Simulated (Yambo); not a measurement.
**HfO2: optical spectrum with PBE**

HfO2:

```
Hf O
1.0
     0.00000    2.55750    2.55750
     2.55750    0.00000    2.55750
     2.55750    2.55750    0.00000
Hf O
1 2
Direct
  0.00000 0.00000 0.00000
  0.75000 0.75000 0.75000
  0.25000 0.25000 0.25000
```

Measurements of this composition are mostly on another form, of space group No. 14.

| Property | Result |
| --- | --- |
| Program | Yambo 5.3.0 |
| Task | optical spectrum |
| Functional | PBE |
| Potentials or basis | PseudoDojo 0.4.1 SR PBE standard |
| Cutoff | 1143 eV |
| Density cutoff | 4572 eV |
| k mesh | 16 × 16 × 16 |
| Occupations | fixed |
| Spin | no spin polarisation |
| k mesh of the self-consistent run | 16 × 16 × 16 |
| Direction of the field or of q to 0 | x |
| Broadening | 0.3 eV |
| Kernel | adiabatic LDA |
| Top of the energy range | 30 eV |
| Energy points | 300 |
| Correction of the levels | none |
| Bands in the response | 37 |
| Cutoff of the response matrix | 1 Ry |

```
Band gap on the k mesh, mean-field level                              : 3.77 eV, direct
Absorption peak                                                       : 8.63 eV
Electronic dielectric constant along the field                        : 5.22
Electronic dielectric constant along the field, independent particles : 5.25
Peak of the energy-loss function                                      : 26.7 eV
```

Dielectric function (along the field direction of the input):
```csv
energy (eV),real part,imaginary part
0.30,5.23,0.15
0.80,5.27,0.15
1.30,5.34,0.16
1.81,5.46,0.18
2.31,5.63,0.21
2.81,5.87,0.25
3.31,6.21,0.33
3.81,6.74,0.50
4.31,7.58,1.03
4.82,7.95,2.56
5.32,7.08,3.49
5.82,6.97,3.65
6.32,7.18,4.49
6.82,6.79,5.55
7.32,6.35,6.75
7.83,4.78,8.08
8.33,3.16,8.48
8.83,1.18,8.52
9.33,-1.19,7.36
9.83,-1.56,5.24
10.33,-1.16,4.14
10.84,-0.94,3.71
11.34,-0.96,3.53
11.84,-1.43,2.85
12.34,-1.18,2.01
12.84,-0.76,1.55
13.34,-0.25,1.38
13.85,-0.09,1.47
14.35,-0.11,1.40
14.85,-0.13,1.10
15.35,0.14,0.81
15.85,0.48,0.72
16.35,0.77,0.82
16.86,0.90,0.97
17.36,0.92,1.17
17.86,0.60,1.14
18.36,0.78,0.77
18.86,1.18,0.76
19.36,1.41,1.09
19.97,1.40,1.42
```

Energy-loss function:
```csv
energy (eV),loss
0.0,0.005
1.3,0.006
2.6,0.007
3.9,0.012
5.2,0.053
6.5,0.066
7.8,0.092
9.1,0.121
10.4,0.232
11.7,0.271
13.0,0.613
14.3,0.708
15.7,1.112
17.0,0.544
18.3,0.699
19.6,0.346
20.9,0.391
22.2,0.593
23.5,0.882
24.8,0.886
26.1,1.177
27.4,1.148
28.7,0.898
30.0,0.797
```

Wall time 4.6 min on 1 thread of Arm Neoverse V1 (shared host).

Caveat: the LDA kernel is used on GGA states, which is inconsistent by a few percent; these spectra lack excitons; spin-orbit coupling is left out, which moves the levels of the heavy elements. A k mesh can miss the band edges.
